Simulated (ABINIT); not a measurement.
# Ta (Im-3m) in ABINIT: a series of runs, part 2 of 2

ABINIT 10.8.3 (patched build). Earlier steps stand in the parts before.

**5. Band structure, LDA**

Contents of run.abi:

```
# Datasets: ground state, then fixed potential
ndtset 2

# Pseudopotentials
pp_dirpath "./"
pseudos "Ta.upf"

# Structure
acell 2.8601008575 2.8601008575 2.8601008575 Angstrom
rprim
    -0.5773502692     0.5773502692     0.5773502692
     0.5773502692    -0.5773502692     0.5773502692
     0.5773502692     0.5773502692    -0.5773502692
ntypat 1
znucl 73
natom 1
typat 1
xred
     0.0000000000     0.0000000000     0.0000000000

# Plane-wave basis
ecut 29.0

# Exchange and correlation
ixc 7

# Bands and occupations
occopt 3
tsmear 0.05 eV

# SCF cycle
nstep 100

# Output
iomode 3
prtwf 0
prteig 0
prtebands 0
enunit 1
prtden1 1

# Dataset 1
kptopt1 1
ngkpt1 11 11 11
nshiftk1 1
shiftk1 0.0 0.0 0.0
nband1 11
tolvrs1 1.0e-10

# Dataset 2: bands along G-H-N-G-P-H
iscf2 -2
getden2 1
nband2 15
nbdbuf2 2
tolwfr2 1.0e-12
kptopt2 -5
ndivsm2 5
prteig2 1
prtvol2 -3
kptbounds2
     0.0000000000     0.0000000000     0.0000000000
     0.5000000000    -0.5000000000     0.5000000000
     0.0000000000     0.0000000000     0.5000000000
     0.0000000000     0.0000000000     0.0000000000
     0.2500000000     0.2500000000     0.2500000000
     0.5000000000    -0.5000000000     0.5000000000
```

Potentials or basis: PseudoDojo NC SR LDA v0.4.1 standard.

Command:

```bash
$ abinit run.abi > log 2>&1
```

run.abo:

```text
.Version 10.8.3 of ABINIT
 DATASET    1 : space group Im -3 m (#229); Bravais cI (body-center cubic)
================================================================================
 Values of the parameters that define the memory need for DATASET  1.
     intxc =       0    ionmov =       0      iscf =       7    lmnmax =       8
     lnmax =       8     mgfft =      30  mpssoang =       4    mqgrid =    3001
     natom =       1  nloc_mem =       1    nspden =       1   nspinor =       1
    nsppol =       1      nsym =      48    n1xccc =    2501    ntypat =       1
    occopt =       3   xclevel =       1
       mpw =         933          nfft =       27000          nkpt =          56
================================================================================
================================================================================

 DATASET    2 : space group Im -3 m (#229); Bravais cI (body-center cubic)
================================================================================
 Values of the parameters that define the memory need for DATASET  2.
     intxc =       0    ionmov =       0      iscf =      -2    lmnmax =       8
     lnmax =       8     mgfft =      30  mpssoang =       4    mqgrid =    3001
     natom =       1  nloc_mem =       1    nspden =       1   nspinor =       1
    nsppol =       1      nsym =      48    n1xccc =    2501    ntypat =       1
    occopt =       3   xclevel =       1
       mpw =         935          nfft =       27000          nkpt =          30
[... 478 lines left out ...]
  15.77373   18.34892   27.94200   32.37730   33.01969   33.01969   36.94377
 kpt#   5, nband= 15, wtk=  1.00000, kpt=  0.2857 -0.2857  0.2857 (reduced coord)
 -53.74889  -20.50053  -20.28184  -20.28184   10.19913   11.56256   14.94343   14.94343
  17.05140   18.00799   28.23423   31.06256   31.06256   33.98662   39.15753
 kpt#   6, nband= 15, wtk=  1.00000, kpt=  0.3571 -0.3571  0.3571 (reduced coord)
 -53.71073  -20.58831  -20.44960  -20.44960   10.40268   10.41383   16.31853   16.31853
[... 59 lines left out ...]
 -53.74859  -20.60663  -20.60663  -19.93497   10.78171   12.25093   12.25093   17.72754
  17.72754   21.81912   25.27137   25.27137   30.49946   34.39942   34.39942
 kpt#  27, nband= 15, wtk=  1.00000, kpt=  0.3750 -0.1250  0.3750 (reduced coord)
 -53.73123  -20.64242  -20.64242  -20.01480   11.56497   11.56497   11.72043   17.66772
  17.66772   22.58357   25.23858   25.23858   33.50303   33.61238   33.61238
 kpt#  28, nband= 15, wtk=  1.00000, kpt=  0.4167 -0.2500  0.4167 (reduced coord)
 -53.70697  -20.63797  -20.63797  -20.26025   10.55745   10.55745   13.98865   18.21852
  18.21852   23.13733   24.38055   24.38055   33.84148   34.31175   34.31175
 kpt#  29, nband= 15, wtk=  1.00000, kpt=  0.4583 -0.3750  0.4583 (reduced coord)
 -53.68558  -20.61847  -20.61847  -20.50739    9.74582    9.74582   17.25191   19.22374
  19.22374   22.90987   22.90987   23.10759   30.56172   35.71617   35.71735
 kpt#  30, nband= 15, wtk=  1.00000, kpt=  0.5000 -0.5000  0.5000 (reduced coord)
 -53.67706  -20.60857  -20.60857  -20.60857    9.44405    9.44405   20.03830   20.03830
  20.03830   21.89168   21.89168   21.89168   28.74851   36.42786   36.46518

== END DATASET(S) ==============================================================
================================================================================

 -outvars: echo values of variables after computation  --------
            acell      5.4048073131E+00  5.4048073131E+00  5.4048073131E+00 Bohr
           etotal1    -6.5163240371E+01
            fcart1    -0.0000000000E+00 -0.0000000000E+00 -0.0000000000E+00
            rprim     -5.7735026920E-01  5.7735026920E-01  5.7735026920E-01
                       5.7735026920E-01 -5.7735026920E-01  5.7735026920E-01
                       5.7735026920E-01  5.7735026920E-01 -5.7735026920E-01
           strten1     3.6270815741E-04  3.6270815741E-04  3.6270815741E-04
                       0.0000000000E+00  0.0000000000E+00  0.0000000000E+00
 Calculation completed.
```

Run time: 16 s. Hardware: 1 thread of Arm Neoverse V2, shared host; peak memory 0.11 GiB.

Results:

- Free energy: -1773.1821 eV
- Pressure: -10.7 GPa
- Band gap on the k mesh: none (metal or under the smearing width)
- Valence electrons inside the program's atomic spheres: Ta 9.26 (radii [1.0584] Å)

Levels at the corners of the path, in eV from the Fermi level:
```
point  band 2  band 3  band 4  band 5  band 6  band 7  band 8  band 9  band 10  band 11
    Γ  -33.03  -33.03  -33.03   -7.88    0.68    0.68    0.68    3.94     3.94    14.69
    H  -33.85  -33.85  -33.85   -3.80   -3.80    6.79    6.79    6.79     8.65     8.65
    N  -34.21  -33.41  -33.04   -4.37   -1.57    1.70    3.81    4.84     7.76    11.64
    Γ  -33.03  -33.03  -33.03   -7.88    0.68    0.68    0.68    3.94     3.94    14.69
    P  -33.63  -33.63  -33.63   -1.21   -1.21   -1.21    5.01    5.01     6.94    12.85
    H  -33.85  -33.85  -33.85   -3.80   -3.80    6.79    6.79    6.79     8.65     8.65
```

Caveat: spin-orbit coupling is left out, which moves the levels of the heavy elements.

**6. Equation of state, LDA-PZ**

Contents of run.abi:

```
# Datasets: one volume each
ndtset 7
getwfk -1
scalecart1 3*0.9795861087
scalecart2 3*0.9864848297
scalecart3 3*0.9932883884
scalecart4 3*1.0000000000
scalecart5 3*1.0066227096
scalecart6 3*1.0131594038
scalecart7 3*1.0196128224

# Pseudopotentials
pp_dirpath "./"
pseudos "Ta.LDA_PW-JTH.xml"

# Structure
acell 2.8601008575 2.8601008575 2.8601008575 Angstrom
rprim
    -0.5773502692     0.5773502692     0.5773502692
     0.5773502692    -0.5773502692     0.5773502692
     0.5773502692     0.5773502692    -0.5773502692
ntypat 1
znucl 73
natom 1
typat 1
xred
     0.0000000000     0.0000000000     0.0000000000

# Plane-wave basis
ecut 408.170794 eV
pawecutdg 30.0

# k points
kptopt 1
ngkpt 11 11 11
nshiftk 1
shiftk 0.0 0.0 0.0

# Exchange and correlation
ixc 2

# Bands and occupations
nband 11
occopt 3
tsmear 0.05 eV

# SCF cycle
nstep 100
tolvrs 1.0e-9

# Output
iomode 3
prtwf 1
prtden 0
prteig 0
prtebands 0
enunit 2
```

Potentials or basis: JTH PAW LDA v2.0.

Command:

```bash
$ abinit run.abi > log 2>&1
```

run.abo:

```text
.Version 10.8.3 of ABINIT
 DATASET    1 : space group Im -3 m (#229); Bravais cI (body-center cubic)
================================================================================
 Values of the parameters that define the memory need for DATASET  1.
     intxc =       0    ionmov =       0      iscf =      17    lmnmax =      18
     lnmax =       6     mgfft =      20  mpssoang =       3    mqgrid =    3001
     natom =       1  nloc_mem =       2    nspden =       1   nspinor =       1
    nsppol =       1      nsym =      48    n1xccc =       1    ntypat =       1
    occopt =       3   xclevel =       1
       mpw =         329          nfft =        8000          nkpt =          56
 PAW method is used; the additional fine FFT grid is defined by:
   mgfftf=        30    nfftf =     27000
================================================================================
================================================================================
[... 71 lines left out ...]
 DATASET    7 : space group Im -3 m (#229); Bravais cI (body-center cubic)
================================================================================
 Values of the parameters that define the memory need for DATASET  7.
     intxc =       0    ionmov =       0      iscf =      17    lmnmax =      18
     lnmax =       6     mgfft =      20  mpssoang =       3    mqgrid =    3001
     natom =       1  nloc_mem =       2    nspden =       1   nspinor =       1
    nsppol =       1      nsym =      48    n1xccc =       1    ntypat =       1
    occopt =       3   xclevel =       1
       mpw =         370          nfft =        8000          nkpt =          56
 PAW method is used; the additional fine FFT grid is defined by:
   mgfftf=        30    nfftf =     27000
================================================================================
================================================================================

--------------------------------------------------------------------------------
------------- Echo of variables that govern the present computation ------------
--------------------------------------------------------------------------------
 -outvars: echo values of preprocessed input variables --------
            acell      5.4048073131E+00  5.4048073131E+00  5.4048073131E+00 Bohr
              amu      1.80947900E+02
             ecut      1.50000000E+01 Hartree
           enunit           2
           getwfk          -1
                       outvar_i_n : Printing only first  50 k-points.
              ixc           2
           jdtset        1    2    3    4    5    6    7
                       outvar_i_n : Printing only first  50 k-points.
         kptrlatt       11    0    0      0   11    0      0    0   11
          kptrlen1     5.82392158E+01
          kptrlen2     5.86493646E+01
          kptrlen3     5.90538558E+01
          kptrlen4     5.94528804E+01
          kptrlen5     5.98466196E+01
          kptrlen6     6.02352449E+01
          kptrlen7     6.06189192E+01
            natom           1
            nband          11
           ndtset           7
            ngfft          20      20      20
          ngfftdg          30      30      30
             nkpt          56
            nstep         100
             nsym          48
           ntypat           1
                       prtocc : prtvol=0, do not print more k-points.
           occopt           3
        pawecutdg      3.00000000E+01 Hartree
           prtden           0
        prtebands           0
           prteig           0
            rprim1    -5.6556430356E-01  5.6556430356E-01  5.6556430356E-01
                       5.6556430356E-01 -5.6556430356E-01  5.6556430356E-01
                       5.6556430356E-01  5.6556430356E-01 -5.6556430356E-01
            rprim2    -5.6954728199E-01  5.6954728199E-01  5.6954728199E-01
                       5.6954728199E-01 -5.6954728199E-01  5.6954728199E-01
                       5.6954728199E-01  5.6954728199E-01 -5.6954728199E-01
            rprim3    -5.7347531844E-01  5.7347531844E-01  5.7347531844E-01
                       5.7347531844E-01 -5.7347531844E-01  5.7347531844E-01
                       5.7347531844E-01  5.7347531844E-01 -5.7347531844E-01
            rprim4    -5.7735026920E-01  5.7735026920E-01  5.7735026920E-01
                       5.7735026920E-01 -5.7735026920E-01  5.7735026920E-01
                       5.7735026920E-01  5.7735026920E-01 -5.7735026920E-01
            rprim5    -5.8117389237E-01  5.8117389237E-01  5.8117389237E-01
                       5.8117389237E-01 -5.8117389237E-01  5.8117389237E-01
                       5.8117389237E-01  5.8117389237E-01 -5.8117389237E-01
            rprim6    -5.8494785453E-01  5.8494785453E-01  5.8494785453E-01
                       5.8494785453E-01 -5.8494785453E-01  5.8494785453E-01
                       5.8494785453E-01  5.8494785453E-01 -5.8494785453E-01
            rprim7    -5.8867373749E-01  5.8867373749E-01  5.8867373749E-01
                       5.8867373749E-01 -5.8867373749E-01  5.8867373749E-01
                       5.8867373749E-01  5.8867373749E-01 -5.8867373749E-01
          spgroup         229
           tolvrs      1.00000000E-09
           tsmear      1.83746611E-03 Hartree
            typat      1
           useylm           1
                       outvars : Printing only first  50 k-points.
            znucl       73.00000

================================================================================

 chkinp: Checking input parameters for consistency, jdtset=   1.

 chkinp: Checking input parameters for consistency, jdtset=   2.
[... 43 lines left out ...]
 getcut : COMMENT -
  Note that boxcut > 2.2 ; recall that boxcut=Gcut(box)/Gcut(sphere) = 2
  is sufficient for exact treatment of convolution.
  Such a large boxcut is a waste : you could raise ecut
  e.g. ecut=   39.610160 Hartrees makes boxcut=2

--- Pseudopotential description ------------------------------------------------
- pspini: atom type   1  psp file is ./Ta.LDA_PW-JTH.xml
 Pseudopotential format is: paw10
 basis_size (lnmax)=  6 (lmn_size= 18), orbitals=   0   0   1   1   2   2
 Spheres core radius: rc_sph= 2.41973345
 Shapefunction is SIN type: shapef(r)=[sin(pi*r/rshp)/(pi*r/rshp)]**2
 Radius for shape functions =  2.11065461
 Compensation charge density is not taken into account in XC energy/potential

   9.83661184E+02                                ecore*ucvol(ha*bohr**3)
--------------------------------------------------------------------------------

================================================================================

--- !BeginCycle
iteration_state: {dtset: 1, }
solver: {iscf: 17, nstep: 100, nline: 4, wfoptalg: 10, }
tolerances: {tolvrs: 1.00E-09, }
...
[... 1251 lines left out ...]
-Cartesian components of stress tensor (GPa)         [Pressure= -2.0326E+01 GPa]
- sigma(1 1)=  2.03262791E+01  sigma(3 2)=  0.00000000E+00
- sigma(2 2)=  2.03262791E+01  sigma(3 1)=  0.00000000E+00
- sigma(3 3)=  2.03262791E+01  sigma(2 1)=  0.00000000E+00

== END DATASET(S) ==============================================================
================================================================================

 -outvars: echo values of variables after computation  --------
            acell      5.4048073131E+00  5.4048073131E+00  5.4048073131E+00 Bohr
           etotal1    -5.9244412089E+01
           etotal2    -5.9244527559E+01
           etotal3    -5.9244274767E+01
           etotal4    -5.9243668120E+01
           etotal5    -5.9242759742E+01
           etotal6    -5.9241580142E+01
           etotal7    -5.9240143381E+01
            fcart1    -0.0000000000E+00 -0.0000000000E+00 -0.0000000000E+00
            fcart2    -0.0000000000E+00 -0.0000000000E+00 -0.0000000000E+00
            fcart3    -0.0000000000E+00 -0.0000000000E+00 -0.0000000000E+00
            fcart4    -0.0000000000E+00 -0.0000000000E+00 -0.0000000000E+00
            fcart5    -0.0000000000E+00 -0.0000000000E+00 -0.0000000000E+00
            fcart6    -0.0000000000E+00 -0.0000000000E+00 -0.0000000000E+00
            fcart7    -0.0000000000E+00 -0.0000000000E+00 -0.0000000000E+00
            rprim1    -5.6556430356E-01  5.6556430356E-01  5.6556430356E-01
                       5.6556430356E-01 -5.6556430356E-01  5.6556430356E-01
                       5.6556430356E-01  5.6556430356E-01 -5.6556430356E-01
[... 17 lines left out ...]
                       5.8867373749E-01  5.8867373749E-01 -5.8867373749E-01
           strten1    -7.0576807135E-05 -7.0576807135E-05 -7.0576807135E-05
                       0.0000000000E+00  0.0000000000E+00  0.0000000000E+00
           strten2     9.2636396233E-05  9.2636396233E-05  9.2636396233E-05
                       0.0000000000E+00  0.0000000000E+00  0.0000000000E+00
           strten3     2.3943202768E-04  2.3943202768E-04  2.3943202768E-04
                       0.0000000000E+00  0.0000000000E+00  0.0000000000E+00
           strten4     3.7316818720E-04  3.7316818720E-04  3.7316818720E-04
                       0.0000000000E+00  0.0000000000E+00  0.0000000000E+00
           strten5     4.9162052089E-04  4.9162052089E-04  4.9162052089E-04
                       0.0000000000E+00  0.0000000000E+00  0.0000000000E+00
           strten6     5.9717543312E-04  5.9717543312E-04  5.9717543312E-04
                       0.0000000000E+00  0.0000000000E+00  0.0000000000E+00
           strten7     6.9087618293E-04  6.9087618293E-04  6.9087618293E-04
                       0.0000000000E+00  0.0000000000E+00  0.0000000000E+00
 Calculation completed.
```

Run time: 22 s. Hardware: 1 thread of Arm Neoverse V2, shared host; peak memory 0.11 GiB.

What came out:

```
Equilibrium volume                      : 17.22 Å³/atom
Bulk modulus                            : 224 GPa
Pressure derivative of the bulk modulus : 4.0
```

Energy against volume, from the lowest point:
```csv
volume (Å³/atom),energy (meV/atom)
16.930,3.14
17.290,0.00
17.650,6.88
18.010,23.39
18.371,48.10
18.731,80.20
19.091,119.30
```

Caveat: the cutoff is too short for stress, so the log's stress isn't used; pressures at fixed basis lie under the slope of the energies. The run has no spin-orbit coupling, so splittings on Ta are missing.

**7. Overview**

```tsv
task	level	potentials or basis	spin	cutoff (eV)	fine-grid cutoff	gap on the mesh (eV)	pressure (GPa)	V0 of scaled cells (Å³/atom)	B0 (GPa)
equation of state	PBEsol	JTH PAW PBE v2.0	SOC, no magnetisation	408	816.342 eV	-	-	17.64	210
equation of state	PBE+D3(BJ)	JTH PAW PBE v2.0	off	408	816.342 eV	-	-	17.71	207
band structure	PBE	PseudoDojo NC SR PBE v0.5 standard	off	789	-	none	2.5	-	-
band structure	LDA	PseudoDojo NC SR LDA v0.4.1 standard	off	789	-	none	-10.7	-	-
equation of state	LDA-PZ	JTH PAW LDA v2.0	off	408	816.342 eV	-	-	17.22	224
```

Alike in all rows: cell as given; k mesh 11 × 11 × 11; smearing fermi-dirac 0.05 eV.

Caveats: pressures at fixed basis lie under the slope of the energies (some runs); spin-orbit coupling is left out, which moves the levels of the heavy elements (some runs); the PAW data sets were made with another functional, which shifts forces and pressure a little (some runs).

Total energies depend on the potentials used, so only differences within one code and one set of settings carry meaning.

**8. How close it comes**

Step 2. A measured bulk modulus of Ta is 194 GPa (quoted in “Pressure effects on the electronic structure and superconductivity of (TaNb)0.67(HfZrTi)0.33 high entropy alloy”, 2019, arxiv:1910.08312); the calculated 210 GPa misses it by +8.3 %. The fit is for a static lattice scaled at fixed shape and fixed fractional positions.

Step 3. Measured bulk modulus of Ta: 194 GPa (quoted in “Pressure effects on the electronic structure and superconductivity of (TaNb)0.67(HfZrTi)0.33 high entropy alloy”, 2019, arxiv:1910.08312). This calculation gives 207 GPa (+6.7 %). The fit is for a static lattice scaled at fixed shape and fixed fractional positions.

Step 6. A measured bulk modulus of Ta is 194 GPa (quoted in “Refinement of the equation of state of tantalum”, 2004, arxiv:cond-mat/0403080); the calculated 224 GPa misses it by +15.2 %. The fit is for a static lattice scaled at fixed shape and fixed fractional positions.
